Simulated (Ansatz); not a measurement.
Level of theory: Ansatz, DFT PBE, scalar-relativistic, plane waves, PAW. Settings: cutoff 420 eV, Γ-centred meshes spaced at most about 0.3 Å⁻¹, and about 0.25 Å⁻¹ or finer for metals (2π included), Gaussian smearing. No spin polarisation.

These are static total energies at zero pressure.

Two forms of Bi2Te3 were relaxed alike.

A.

```
CELL_PARAMETERS angstrom
5.85722 0.00000 0.00000
0.00000 5.85722 0.00000
0.00000 0.00000 5.85722
ATOMIC_POSITIONS crystal
Bi 0.00000 0.00000 0.00000
Bi 0.50000 0.50000 0.50000
Te 0.00000 0.50000 0.50000
Te 0.50000 0.00000 0.50000
Te 0.50000 0.50000 0.00000
```

B.

```
CELL_PARAMETERS angstrom
2.22331 1.28363 10.71866
-2.22331 1.28363 10.71866
0.00000 -2.56725 10.71866
ATOMIC_POSITIONS crystal
Bi 0.60277 0.60277 0.60277
Bi 0.39723 0.39723 0.39723
Te 0.78402 0.78402 0.78402
Te 0.00000 0.00000 0.00000
Te 0.21598 0.21598 0.21598
```

Question: Which would you expect to be lower, and how large is the difference?

Answer: B is lower, by 0.83 eV/atom. A has space group Pm-3m (No. 221), 40.2 Å³/atom and no gap on its mesh; B has the tetradymite type, space group R-3m (No. 166), 36.7 Å³/atom and a gap of 0.54 eV. Counting Te atoms around Bi (those within 1.25 times the shortest such distance or 1.15 times the sum of covalent radii; the shortest distance is added where it is long for a bond; a slash parts the counts of unlike sites), A has Bi 6/12 from 4.1 Å and B has Bi 6. Origin: A, invented; B, reached from a Materials Project cell.

No dispersion correction is applied, so the spacing and binding between layers, chains or molecules are poorly described (R-3m), and this can change margins and order among such cells. These runs have no spin–orbit coupling, which can matter for Bi and Te. Kohn–Sham gaps at this level usually fall short of measured ones. The missing spin–orbit coupling can work the other way here. The zero gap of Pm-3m may come from the functional, which often closes small gaps. Cells relaxed within their symmetry can be saddle points.
